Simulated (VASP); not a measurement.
# InPd, energy along a vibration (SMASS = -2): which settings are enough?

InPd, Pm-3m (no. 221), atoms displaced along the mode, 2 atoms in the cell. PBE, energy along a line of displacements; PAW potentials In_d, Pd (PBE set). VASP 6.6.1.

Wanted: harmonic frequency within 1 %.

Space group without the displacement: Pm-3m (no. 221); Mode: optical mode at Gamma along [111].

POSCAR of the starting run:
```
InPd
1.0
    3.2718847800      0.0000000000      0.0000000000
    0.0000000000      3.2718847800      0.0000000000
    0.0000000000      0.0000000000      3.2718847800
In Pd
1 1
Direct
   -0.0067903927     -0.0067903927     -0.0067903927
    0.5073262479      0.5073262479      0.5073262479

    0.0055543456   0.0055543456   0.0055543456
   -0.0059926598  -0.0059926598  -0.0059926598
```

The series start from k mesh: 6 × 6 × 6; Cutoff (eV): 330; Step along the mode (Å): 0.02; Extrapolation between steps (IWAVPR): 11. Each series keeps the choices made before it, and each single choice may use up half of a tolerance.

## k mesh

| k mesh | Harmonic frequency (THz) | Time (s) |
|---|---|---|
| 3 × 3 × 3 | 4.448 | 17 |
| 4 × 4 × 4 | 4.173 | 25 |
| 5 × 5 × 5 | 4.335 | 33 |
| 6 × 6 × 6 | 4.345 | 78 |
| 7 × 7 × 7 | 4.313 | 73 |
| 9 × 9 × 9 | 4.337 | 159 |
| 12 × 12 × 12 (reference) | 4.307 | 321 |

Chosen: 12 × 12 × 12; the next looser run is off by more than half of the tolerance, so convergence isn't shown beyond this value.

## Cutoff (eV)

| Cutoff (eV) | Harmonic frequency (THz) | Time (s) |
|---|---|---|
| 180 | 3.487 | 131 |
| 220 | 4.28 | 160 |
| 250 | 4.296 | 303 |
| 290 | 4.282 | 364 |
| 330 | 4.307 | 321 |
| 380 (reference) | 4.301 | 391 |

Chosen: 220, the loosest value from which every tighter one stays within half of the tolerance.

## Extrapolation between steps (IWAVPR)

| Extrapolation between steps (IWAVPR) | Harmonic frequency (THz) | Time (s) |
|---|---|---|
| 11 | 4.277 | 178 |
| 12 | 4.277 | 133 |
| 0 | 4.277 | 191 |

Chosen: 11; no other choice that stays within half of the tolerance saves 30 % of the time.

Also changed on the way, by series that aren't shown: Step along the mode (Å): 0.08.

## All choices together

| Input | Harmonic frequency (THz) | Time (s) |
|---|---|---|
| defaults on a coarse mesh (naive) | 4.468 | 3.1 |
| chosen settings | 4.277 | 178 |
| reference settings throughout | 4.303 | 352 |

The chosen settings stay within the tolerance of the reference run, but the reference itself isn't shown to be converged in: k mesh.

## The input

INCAR:
```
  ALGO = Normal
  EDIFF = 1E-7
  ENCUT = 220
  GGA = PE
  IBRION = 0
  ISMEAR = 1
  ISYM = 0
  IWAVPR = 11
  KPAR = 2
  LASPH = True
  LCHARG = False
  LREAL = False
  LWAVE = False
  NELMIN = 4
  NSW = 9
  POTIM = 1
  PREC = Accurate
  SIGMA = 0.15
  SMASS = -2
```

KPOINTS:
```
Automatic mesh
0
Gamma
  12 12 12
  0 0 0
```

POSCAR:
```
InPd
1.0
    3.2718847800      0.0000000000      0.0000000000
    0.0000000000      3.2718847800      0.0000000000
    0.0000000000      0.0000000000      3.2718847800
In Pd
1 1
Direct
   -0.0271615707     -0.0271615707     -0.0271615707
    0.5293049917      0.5293049917      0.5293049917

    0.0222173824   0.0222173824   0.0222173824
   -0.0239706391  -0.0239706391  -0.0239706391
```

Commands:
```
cat potpaw_PBE.64/In_d/POTCAR potpaw_PBE.64/Pd/POTCAR > POTCAR
mpirun -np 2 vasp_std > vasp.out
```

The chosen input took VASP 6.6.1 178 s on 2 cores (Intel Xeon Platinum 8259CL @ 2.50GHz (Skylake/Cascade Lake)), a shared host.
